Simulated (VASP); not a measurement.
# MgB2 (P6/mmm) in VASP: notebook

Runs on MgB2. Level: PBEsol. Tasks: relaxation of cell and atoms.

Program: VASP 6.6.1. These are calculated values, not measurements. Logs are shortened: lines on timing, memory, paths and dates and some standing lists are left out, and cuts for length are marked.

**1. The crystal as given**

The structure is hexagonal, space group P6/mmm (No. 191). The conventional cell has a = 3.085 Å, b = 3.085 Å, c = 3.523 Å, α = 90.00°, β = 90.00°, γ = 120.00°. Around Mg (site symmetry 6/mmm) lie 12 B at 2.51 Å. Around B (site symmetry -6m2) lie 3 B at 1.78 Å.

**2. Relaxation of cell and atoms, PBEsol**

Contents of INCAR:

```
ALGO = Normal
EDIFF = 1E-6
EDIFFG = -0.01
ENCUT = 600
GGA = PS
IBRION = 2
ISIF = 3
ISMEAR = 1
LASPH = T
LCHARG = F
LREAL = F
LWAVE = F
NELM = 80
NSW = 90
PREC = Accurate
SIGMA = 0.1
```

Contents of KPOINTS:

```
k-points
0
Gamma
  15 15 10
```

Contents of POSCAR:

```
MgB2
1.0
    3.0850000000      0.0000000000      0.0000000000
   -1.5425000000      2.6716883700      0.0000000000
    0.0000000000      0.0000000000      3.5230000000
Mg B
1 2
Direct
    0.0000000000      0.0000000000      0.0000000000
    0.3333333300      0.6666666700      0.5000000000
    0.6666666700      0.3333333300      0.5000000000
```

Potentials or basis: VASP PAW PBE potentials, release 64 (Mg, B).

Launch:

```bash
$ cat potpaw_PBE.64/Mg/POTCAR potpaw_PBE.64/B/POTCAR > POTCAR
$ mpirun -np 1 vasp_std > vasp.out
```

OUTCAR:

```text
EDIFF = 1E-6
   EDIFFG = -0.01
   ENCUT = 600
   GGA = PS
   IBRION = 2
   ISIF = 3
   ISMEAR = 1
   LASPH = T
   LREAL = F
   NELM = 80
   NSW = 90
   PREC = Accurate

 ion  position               nearest neighbor table
   1  0.000  0.000  0.000-   2 2.51   3 2.51   2 2.51   3 2.51   2 2.51   2 2.51   3 2.51   3 2.51
                             3 2.51   3 2.51   2 2.51   2 2.51
   2  0.333  0.667  0.500-   3 1.78   3 1.78   3 1.78   1 2.51   1 2.51   1 2.51   1 2.51   1 2.51
                             1 2.51
   3  0.667  0.333  0.500-   2 1.78   2 1.78   2 1.78   1 2.51   1 2.51   1 2.51   1 2.51   1 2.51
                             1 2.51

  LATTYP: Found a hexagonal cell.
 ALAT       =     3.0850000000
 C/A-ratio  =     1.1419773096

  Lattice vectors:

 A1 = (   3.0850000000,   0.0000000000,   0.0000000000)
 A2 = (  -1.5425000000,   2.6716883700,   0.0000000000)
 A3 = (   0.0000000000,   0.0000000000,   3.5230000000)

Analysis of symmetry for initial positions (statically):
=====================================================================
 Subroutine PRICEL returns:
 Original cell was already a primitive cell.

 Routine SETGRP: Setting up the symmetry group for a
 hexagonal supercell.

 Subroutine GETGRP returns: Found 24 space group operations
 (whereof 24 operations were pure point group operations)
 out of a pool of 24 trial point group operations.

The static configuration has the point symmetry D_6h.

Analysis of symmetry for dynamics (positions and initial velocities):
=====================================================================
 Subroutine PRICEL returns:
 Original cell was already a primitive cell.

 Routine SETGRP: Setting up the symmetry group for a
 hexagonal supercell.

 Subroutine GETGRP returns: Found 24 space group operations
 (whereof 24 operations were pure point group operations)
 out of a pool of 24 trial point group operations.

The dynamic configuration has the point symmetry D_6h.

 Subroutine INISYM returns: Found 24 space group operations
 (whereof 24 operations are pure point group operations),
 and found     1 'primitive' translations

----------------------------------------------------------------------------------------

                                     Primitive cell

  volume of cell :      29.0371

  direct lattice vectors                    reciprocal lattice vectors
     3.085000000  0.000000000  0.000000000     0.324149109  0.187147575  0.000000000
    -1.542500000  2.671688370  0.000000000     0.000000000  0.374295150  0.000000000
     0.000000000  0.000000000  3.523000000     0.000000000  0.000000000  0.283848992

  length of vectors
     3.085000000  3.084999999  3.523000000     0.374295150  0.374295150  0.283848992

  position of ions in fractional coordinates (direct lattice)
     0.000000000  0.000000000  0.000000000
     0.333333330  0.666666670  0.500000000
     0.666666670  0.333333330  0.500000000

  ion indices of the primitive-cell ions
   primitive index   ion index
                 1           1
                 2           2
                 3           3

----------------------------------------------------------------------------------------

 KPOINTS: k-points

Automatic generation of k-mesh.
 Grid dimensions read from file:
 generate k-points for:   15   15   10

 Generating k-lattice:

  Cartesian coordinates                     Fractional coordinates (reciprocal lattice)
     0.021609941  0.012476505  0.000000000     0.066666667  0.000000000  0.000000000
     0.000000000  0.024953010  0.000000000     0.000000000  0.066666667  0.000000000
     0.000000000  0.000000000  0.028384899     0.000000000  0.000000000  0.100000000

  Length of vectors
     0.024953010  0.024953010  0.028384899

  Shift w.r.t. Gamma in fractional coordinates (k-lattice)
     0.000000000  0.000000000  0.000000000

 Subroutine IBZKPT returns following result:
 ===========================================

 Found    162 irreducible k-points:

 Following reciprocal coordinates:
            Coordinates               Weight
  0.000000  0.000000  0.000000      1.000000
  0.066667 -0.000000  0.000000      6.000000
  0.133333 -0.000000  0.000000      6.000000
  0.200000  0.000000  0.000000      6.000000
  0.266667 -0.000000  0.000000      6.000000
  0.333333  0.000000  0.000000      6.000000
[... 16 lines left out ...]
  0.333333  0.200000  0.000000     12.000000
  0.400000  0.200000  0.000000      6.000000
 [... further k-points ...]
   k-points           NKPTS =    162   k-points in BZ     NKDIM =    162   number of bands    NBANDS=      8
   number of dos      NEDOS =    301   number of ions     NIONS =      3
   total plane-waves  NPLWV =  21952
   dimension x,y,z NGX =    28 NGY =   28 NGZ =   28
   dimension x,y,z NGXF=    56 NGYF=   56 NGZF=   56
   ions per type =               1   2
   NGX,Y,Z   is equivalent  to a cutoff of  15.09, 15.09, 13.21 a.u.
   NGXF,Y,Z  is equivalent  to a cutoff of  30.18, 30.18, 26.43 a.u.
 SYSTEM =  unknown system
   PREC   = accura    normal or accurate (medium, high low for compatibility)
   ISTART =      0    job   : 0-new  1-cont  2-samecut
   ICHARG =      2    charge: 1-file 2-atom 10-const
   ISPIN  =      1    spin polarized calculation?
   LNONCOLLINEAR =      F non collinear calculations
   LSORBIT =      F    spin-orbit coupling
   LASPH  =      T    aspherical Exc in radial PAW
   ENCUT  =  600.0 eV  44.10 Ry    6.64 a.u.   6.16  6.16  7.04*2*pi/ulx,y,z
   NELM   =     80;   NELMIN=  2; NELMDL= -5     # of ELM steps
   EDIFF  = 0.1E-05   stopping-criterion for ELM
   LREAL  =      F    real-space projection
   EDIFFG = -.1E-01   stopping-criterion for IOM
   NSW    =     90    number of steps for IOM
   IBRION =      2    ionic relax: 0-MD 1-quasi-New 2-CG
   NFREE  =      1    steps in history (QN), initial steepest desc. (CG)
   ISIF   =      3    stress and relaxation
   ISYM   =      2    0-nonsym 1-usesym 2-fastsym
   POTIM  = 0.5000    time-step for ionic-motion
   TEBEG  =    0.0;   TEEND  =   0.0 temperature during run
   PSTRESS=    0.0 pullay stress
   NELECT =       8.0000    total number of electrons
   NUPDOWN=      -1.0000    fix difference up-down
   EMIN   =  10.00;   EMAX   =-10.00  energy-range for DOS
   EFERMI =   0.00;   METHOD = LEGACY
   ISMEAR =     1;   SIGMA  =   0.10  broadening in eV -4-tet -1-fermi 0-gaus
   EFERMI_NEDOS =   21; number of points for ismear=-14 and -15
   IALGO  =     38    algorithm
   IMIX   =      4    mixing-type and parameters
     AMIX     =   0.40;   BMIX     =  1.00
     AMIX_MAG =   1.60;   BMIX_MAG =  1.00
  volume/ion in A,a.u.               =       9.68        65.32
  Fermi-wavevector in a.u.,A,eV,Ry     =   1.065255  2.013040 15.439462  1.134768
  Thomas-Fermi vector in A             =   2.200801
   LORBIT       =      0    0 simple, 1 ext, 2 COOP (PROOUT), +10 PAW based schemes
   GGA     = PS    functional components
   LHFCALC =     F    Hartree Fock is set to
   AEXX    =    0.0000 exact exchange contribution
   IVDW    =     0    specifies the selected vdW correction
   LEPSILON=     F    determine dielectric tensor
   LRPA    =     F    only Hartree local field effects (RPA)
 conjugate gradient relaxation of ions
 non-spin polarized calculation
 Methfessel and Paxton  Order N= 1 SIGMA  =   0.10
  energy-cutoff  :      600.00
  volume of cell :       29.04
 maximum number of plane-waves:       986
 NGX is ok and might be reduce to    28
   NGX = 13   NGY = 13   NGZ = 15

--------------------------------------- Ionic step        1  -------------------------------------------

 number of electron       8.0000000 magnetization

 Free energy of the ion-electron system (eV)
  ---------------------------------------------------
  ext. energy  EPLUGINS =         0.00000000
  ---------------------------------------------------
  free energy    TOTEN  =       -16.21972834 eV

  energy without entropy =      -16.21985038  energy(sigma->0) =      -16.21976902

------------------------ aborting loop because EDIFF is reached ----------------------------------------

  FORCE on cell =-STRESS in cart. coord.  units (eV):
  Direction    XX          YY          ZZ          XY          YZ          ZX
  --------------------------------------------------------------------------------------
  -------------------------------------------------------------------------------------
  Total       -0.7274046     -0.7274046     -0.3159730     -0.0000000     -0.0000000      0.0000000
  in kB      -40.1358983    -40.1358983    -17.4343951     -0.0000000     -0.0000000      0.0000000
  external PRESSURE =     -32.5687305 kB  Pullay stress =       0.0000000 kB

 VOLUME and BASIS-vectors are now :
 -----------------------------------------------------------------------------
  energy-cutoff  :      600.00
  volume of cell :       29.04
      direct lattice vectors                 reciprocal lattice vectors
     3.085000000  0.000000000  0.000000000     0.324149109  0.187147575  0.000000000
    -1.542500000  2.671688370  0.000000000     0.000000000  0.374295150  0.000000000
     0.000000000  0.000000000  3.523000000     0.000000000  0.000000000  0.283848992
[... 112 lines left out ...]
 POSITION                                       TOTAL-FORCE (eV/Angst)
 -----------------------------------------------------------------------------------
      0.00000      0.00000      0.00000         0.000000      0.000000     -0.000000
     -0.00000      1.76705      1.75545        -0.000000      0.000000      0.000000
      1.53031      0.88352      1.75545         0.000000     -0.000000     -0.000000
 -----------------------------------------------------------------------------------
    total drift:                                0.000000      0.000000      0.000000

  FREE ENERGIE OF THE ION-ELECTRON SYSTEM (eV)
  ---------------------------------------------------
  free  energy   TOTEN  =       -16.2262190542 eV

  energy  without entropy=      -16.2263267115  energy(sigma->0) =      -16.22625494

--------------------------------------- Ionic step        5  -------------------------------------------

 number of electron       8.0000000 magnetization

 Free energy of the ion-electron system (eV)
  ---------------------------------------------------
  ext. energy  EPLUGINS =         0.00000000
  ---------------------------------------------------
  free energy    TOTEN  =       -16.22626978 eV

  energy without entropy =      -16.22639131  energy(sigma->0) =      -16.22631029

 E-fermi :   5.2941     XC(G=0): -11.0721

 val. band max:        5.2884952318   @ k =   0.4667  -0.0000   0.3000
 cond. band min:       5.3052782613   @ k =   0.1333  -0.0000   0.3000
 fundamental gap:      0.0167830295
 Fermi energy:         5.2941062727

 k-point     1 :       0.0000    0.0000    0.0000
  band No.  band energies     occupation
      1      -7.1868      2.00000
      2       2.3303      2.00000
      3       5.7391     -0.00000
      4       5.7391     -0.00000
      5       6.9684     -0.00000
      6      11.7342      0.00000
      7      11.7342      0.00000
      8      13.7276      0.00000

 k-point     2 :       0.0667   -0.0000    0.0000
  band No.  band energies     occupation
      1      -7.1085      2.00000
      2       2.4068      2.00000
      3       5.3338      0.38386
      4       5.5465     -0.00208
      5       7.0364     -0.00000
      6      11.6935      0.00000
      7      12.0859      0.00000
      8      13.8853      0.00000
[... 221 lines left out ...]
 k-point    23 :       0.3333    0.2000    0.0000
  band No.  band energies     occupation
      1      -3.4984      2.00000
      2      -1.2832      2.00000
      3       0.9690      2.00000
      4       5.7166     -0.00000
      5       8.5785      0.00000
      6      10.4291      0.00000
      7      11.8000      0.00000
      8      13.6450      0.00000

 k-point    24 :       0.4000    0.2000    0.0000
  band No.  band energies     occupation
      1      -2.7604      2.00000
      2      -2.1196      2.00000
      3       0.8756      2.00000
      4       6.1159     -0.00000
      5       8.0946      0.00000
      6      11.0110      0.00000
      7      11.3071      0.00000
      8      13.5825      0.00000

 [... further k-points ...]

------------------------ aborting loop because EDIFF is reached ----------------------------------------

  FORCE on cell =-STRESS in cart. coord.  units (eV):
  Direction    XX          YY          ZZ          XY          YZ          ZX
  --------------------------------------------------------------------------------------
  -------------------------------------------------------------------------------------
  Total       -0.0111979     -0.0111979     -0.0213838     -0.0000000     -0.0000000      0.0000000
  in kB       -0.6303716     -0.6303716     -1.2037793     -0.0000000     -0.0000000      0.0000000
  external PRESSURE =      -0.8215075 kB  Pullay stress =       0.0000000 kB

 VOLUME and BASIS-vectors are now :
 -----------------------------------------------------------------------------
  energy-cutoff  :      600.00
  volume of cell :       28.46
      direct lattice vectors                 reciprocal lattice vectors
     3.061150808  0.000000000  0.000000000     0.326674530  0.188605628 -0.000000000
    -1.530575404  2.651034364 -0.000000000    -0.000000000  0.377211255 -0.000000000
     0.000000000  0.000000000  3.507106040    -0.000000000 -0.000000000  0.285135376

 POSITION                                       TOTAL-FORCE (eV/Angst)
 -----------------------------------------------------------------------------------
      0.00000      0.00000      3.50711         0.000000     -0.000000     -0.000000
     -0.00000      1.76736      1.75355        -0.000000      0.000000     -0.000000
      1.53058      0.88368      1.75355         0.000000     -0.000000      0.000000
 -----------------------------------------------------------------------------------
    total drift:                                0.000000      0.000000      0.000000

  FREE ENERGIE OF THE ION-ELECTRON SYSTEM (eV)
  ---------------------------------------------------
  free  energy   TOTEN  =       -16.2262697825 eV

  energy  without entropy=      -16.2263913080  energy(sigma->0) =      -16.22631029

 reached required accuracy - stopping structural energy minimisation
```

Run time: 96 s. Hardware: 1 thread of Intel Xeon Platinum 8488C (Sapphire Rapids), shared host; peak memory 0.2 GiB.

Results:

- Free energy: -16.2263 eV
- Relaxed volume: 9.49 Å³/atom
- Relaxed cell: a = 3.061 Å, b = 3.061 Å, c = 3.507 Å, α = 90.00°, β = 90.00°, γ = 120.00°
- Space group after relaxing (to 0.05 Å): P6/mmm (No. 191)
- Energy gained by relaxing: 2.2 meV/atom
- Ionic steps: 5
- Pressure after relaxing: -0.1 GPa
- Band gap on the k mesh: none (metal or under the smearing width)

The path:
| step | energy change (eV) | largest force (eV/Å) | pressure (GPa) | volume (Å³) |
| --- | --- | --- | --- | --- |
| 1 | 0.0000 | 0.0000 | -3.26 | 29.04 |
| 2 | -0.0051 | 0.0000 | 1.45 | 28.22 |
| 3 | -0.0065 | 0.0000 | -0.07 | 28.47 |
| 4 | -0.0065 | 0.0000 | -0.14 | 28.48 |
| 5 | -0.0065 | 0.0000 | -0.08 | 28.46 |

Final structure:
```
CELL_PARAMETERS angstrom
3.06115 0.00000 0.00000
-1.53058 2.65103 0.00000
0.00000 0.00000 3.50711
ATOMIC_POSITIONS crystal
Mg 0.00000 0.00000 0.00000
B 0.33333 0.66667 0.50000
B 0.66667 0.33333 0.50000
```

Caveat: the PAW data sets were made with another functional, which shifts forces and pressure a little.

**3. Relaxation of cell and atoms, PBEsol**

This run uses another cell than the first one, of 9.49 Å³/atom, 0.980 times its volume.

Edit INCAR of step 2 so:

```diff
@@ -1,4 +1,4 @@
 ALGO = Normal
-EDIFF = 1E-6
-EDIFFG = -0.01
+EDIFF = 1E-7
+EDIFFG = -0.005
 ENCUT = 600
```

KPOINTS is that of step 2.

Contents of POSCAR:

```
MgB2                                    
1.0
    3.0611508078      0.0000000000      0.0000000000
   -1.5305754039      2.6510343637     -0.0000000000
    0.0000000000      0.0000000000      3.5071060403
  Mg              B             
     1     2
Direct
     0.0000000000000000    0.0000000000000000    1.0000000000000000
     0.3333333300000021    0.6666666699999979    0.5000000000000000
     0.6666666699999979    0.3333333300000021    0.5000000000000000
```

Potentials or basis: VASP PAW PBE potentials, release 64 (Mg, B).

Launch:

```bash
$ cat potpaw_PBE.64/Mg/POTCAR potpaw_PBE.64/B/POTCAR > POTCAR
$ mpirun -np 1 vasp_std > vasp.out
```

Run time: 34 s. Hardware: 1 thread of Intel Xeon Platinum 8488C (Sapphire Rapids), shared host; peak memory 0.18 GiB.

The run converged. Its results:

```
Free energy                            : -16.2260 eV
Relaxed volume                         : 9.48 Å³/atom
Relaxed cell                           : a = 3.061 Å, b = 3.061 Å, c = 3.506 Å, α = 90.00°, β = 90.00°, γ = 120.00°
Space group after relaxing (to 0.05 Å) : P6/mmm (No. 191)
Energy gained by relaxing              : 0.0 meV/atom
Ionic steps                            : 2
Pressure after relaxing                : 0.0 GPa
Band gap on the k mesh                 : none (metal or under the smearing width)
```

Final structure:
```xyz
3
Lattice="3.0606 0.0000 0.0000 -1.5303 2.6505 0.0000 0.0000 0.0000 3.5059" Properties=species:S:1:pos:R:3 pbc="T T T"
Mg    3.0606    0.0000    0.0000
B     0.0000    1.7670    1.7529
B     1.5303    0.8835    1.7529
```

Levels at points of the mesh, in eV from the Fermi level:
| k point | band 1 | band 2 | band 3 | band 4 | band 5 | band 6 | band 7 | band 8 |
| --- | --- | --- | --- | --- | --- | --- | --- | --- |
| (0.00, 0.00, 0.00) | -12.49 | -2.96 | 0.44 | 0.44 | 1.68 | 6.44 | 6.44 | 8.44 |
| (0.00, 0.00, 0.50) | -11.19 | -7.50 | 0.83 | 0.83 | 6.76 | 6.76 | 8.16 | 10.09 |

Caveat: the PAW data sets were made with another functional, which shifts forces and pressure a little.
